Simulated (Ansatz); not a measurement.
Recipe of this trial structure of LiF: 3-connected net, two elements alternating (I4_1md, No. 109). Its size is a rough estimate.

```cif
data_structure
_symmetry_space_group_name_H-M 'I4_1md'
_symmetry_Int_Tables_number 109
_cell_length_a 2.9265
_cell_length_b 2.9265
_cell_length_c 10.1376
_cell_angle_alpha 90.000
_cell_angle_beta 90.000
_cell_angle_gamma 90.000
_cell_volume 86.82
loop_
_atom_site_label
_atom_site_type_symbol
_atom_site_symmetry_multiplicity
_atom_site_Wyckoff_symbol
_atom_site_fract_x
_atom_site_fract_y
_atom_site_fract_z
_atom_site_occupancy
Li1 Li 4 a 0.50000 0.50000 0.08333 1
F1 F 4 a 0.50000 0.50000 0.91667 1
```

The calculation used Ansatz, DFT PBE, scalar-relativistic, plane waves, PAW. Cutoff 420 eV, Gaussian smearing, Γ-centred meshes. Cell and atoms relax first on a coarse mesh and then on a converged one. In between, the cell is made exact in the group found at 0.06 Å. The steps can't lower the symmetry of their start. No spin polarisation.

A guess keeps its type if space group and coordination stay and the shape of the cell changes little (axis ratios within about 15 %, angles within 6°); the volume may change.

Q: Does this structure survive the relaxation?

A: It keeps its type. The symmetry stays I4_1md (No. 109). The volume per atom grows by 24.2 %, from 10.9 to 13.5 Å³. The shortest distance goes from 1.69 Å (Li–F) to 1.80 Å (Li–F). The ratio c/a of the conventional cell changes by a factor of 0.98. Counting neighbours within 15 % of an atom's shortest distance, the start has F 3, Li 3 and the end F 3, Li 3.

The last run used a 10×10×10 mesh for its 4-atom cell and Gaussian smearing of 0.02 eV. A later test with randomly moved atoms led to a structure 142 meV/atom lower, so this end is a saddle point or a shallow minimum.
